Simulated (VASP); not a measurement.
Energy against volume of ZnTe (zinc blende). Level of theory: SCAN meta-GGA, VASP's PBE PAW potentials (set 64) (plane waves; VASP).

| V (Å³/atom) | E (eV/atom) |
|---|---|
| 26.475 | -25.83539 |
| 27.320 | -25.84875 |
| 28.165 | -25.85258 |
| 29.010 | -25.84870 |
| 29.855 | -25.83765 |

Q: Fit a third-order Birch-Murnaghan equation of state.

A: 
```json
{
  "volume_per_atom": "28.14 Å³/atom",
  "bulk_modulus": "50.8 GPa",
  "pressure_derivative_of_the_bulk_modulus": "3.94",
  "lattice_constant_a": "6.083 Å"
}
```

Measured: bulk modulus 51.0 GPa (computed value off by -0.4 %), as given by Determination of phase transition pressures of ZnTe under quasihydrostatic conditions, doi 10.1007/BF00998350 (1994); a 6.104 Å (computed value off by -0.3 %), as given by Martin Albrecht et al., Physical review. B, Condensed matter (1997), arXiv:cond-mat/9706128. The calculation is for a static lattice, while the measured bulk modulus, a hold thermal and zero-point effects, which are part of the difference.

The compound is ZnTe in the zinc blende structure. It was relaxed first.
